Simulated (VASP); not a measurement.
Consider the following.

```
CELL_PARAMETERS angstrom
      0.00000     3.11584     3.11584
      3.11584     0.00000     3.11584
      3.11584     3.11584     0.00000
ATOMIC_POSITIONS crystal
  Al 0.00000 0.00000 0.00000
  Sb 0.25000 0.25000 0.25000
```

Method: PBE GGA, VASP's PBE PAW potentials (set 64) (plane waves; VASP 6.6.1). Run with 480 eV cut-off, 8×8×8 Γ-centred mesh, Gaussian smearing of 0.050 eV, potentials Al Sb.

Energy and stress use the plane-wave basis of the starting cell.

Task: The ions, cell shape and volume at an external pressure of 2.0 GPa are relaxed. Predict the relaxed structure.

Result: 
```
CELL_PARAMETERS angstrom
      0.00000     3.07772     3.07772
      3.07772     0.00000     3.07772
      3.07772     3.07772     0.00000
ATOMIC_POSITIONS crystal
  Al 0.00000 0.00000 0.00000
  Sb 0.25000 0.25000 0.25000
```
Space group F-43m (216), at a tolerance of 0.03 Å.

Task: How do energy and volume change from the first to the last step?

Result: The energy (σ→0) changes by +6.7 meV/atom and the volume by -3.6 %, in 3 ionic steps.

```csv
step,E(σ→0) (eV),max force (eV/Å),pressure (GPa),volume (Å³)
1,-8.2133,0.000,0.02,60.50
2,-8.1837,0.000,3.08,57.28
3,-8.2000,0.000,2.00,58.31
```

The compound is AlSb in the zinc blende structure. This run relaxes it under an external pressure of 2 GPa. Symmetry was kept, so distortions that lower it aren't found.
